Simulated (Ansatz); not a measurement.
Write the native input for Ansatz 0.2.0 that does the following.

```yaml
Task: relaxation of cell and atoms
Functional: LDA
Potentials_or_basis: Ansatz PAW
Cutoff: "420 eV (not typed: the program's choice for these potentials)"
k_mesh: 6 × 6 × 6
Occupations: fermi-dirac, width 0.05 eV
Spin: no spin polarisation
```

Crystal: Si.

```
Si
1.0
    -3.32782    3.32782    3.32782
     3.32782   -3.32782    3.32782
     3.32782    3.32782   -3.32782
Si
8
Direct
  0.70311 0.70311 0.70311
  0.50000 0.00000 0.79689
  0.00000 0.79689 0.50000
  0.79689 0.50000 0.00000
  0.29689 0.29689 0.29689
  0.50000 0.00000 0.20311
  0.00000 0.20311 0.50000
  0.20311 0.50000 0.00000
```

This isn't the form of Si at room conditions, which is diamond.

These files were run (other wordings do the same):

input.yaml

```yaml
crystal:
  lattice:
    - [-3.327825, 3.327825, 3.327825]
    - [3.327825, -3.327825, 3.327825]
    - [3.327825, 3.327825, -3.327825]
  atoms:
    - { symbol: Si, position: [0.703114, 0.703114, 0.703114] }
    - { symbol: Si, position: [0.5, 0.0, 0.796886] }
    - { symbol: Si, position: [0.0, 0.796886, 0.5] }
    - { symbol: Si, position: [0.796886, 0.5, 0.0] }
    - { symbol: Si, position: [0.296886, 0.296886, 0.296886] }
    - { symbol: Si, position: [0.5, 0.0, 0.203114] }
    - { symbol: Si, position: [0.0, 0.203114, 0.5] }
    - { symbol: Si, position: [0.203114, 0.5, 0.0] }
hamiltonian:
  xc: lda
  pseudopotentials: { kind: paw }
kpoints:
  mp_grid: { grid: [6, 6, 6] }
scf:
  occupations: { method: fermi_dirac, width: 0.05 }
output:
  forces: true
  stress: true
  eigenvalues: true
  write_density: true
  write_potential: true
  elf: true
  volumetric_format: npy
relax:
  f_tol: 0.01
  max_steps: 40
  cell: { stress_tol: 0.05 }
```

Potentials or basis: Ansatz PAW.

Launch:

```console
$ ansatz run input.yaml --threads 4 --pin off --max-ram 11264MiB --backend cpu --events-out ev --progress --plain --runs-dir out
```

It gave:

The relaxed volume is 17.73 Å³/atom, the relaxed cell is a = 5.690 Å, b = 5.690 Å, c = 5.690 Å, α = 109.47°, β = 109.47°, γ = 109.47° and the space group after relaxing (to 0.05 Å) is Ia-3 (No. 206). The energy gained by relaxing is 7.9 meV/atom, the ionic steps are 5 and the pressure after relaxing is 0.0 GPa. The band gap on the k mesh is none (metal or under the smearing width).

Caveat: the plane-wave basis is chosen anew once the cell has moved, so the energies of steps on either side of that aren't comparable; the PAW data sets come from PBE, with cores solved anew for the run's functional, which leaves a small shift of forces and pressure.

Wall time 14 s on 4 threads of Intel(R) Xeon(R) Processor @ 2.50GHz (Skylake/Cascade Lake), with other jobs on the host, peak memory 0.47 GiB.
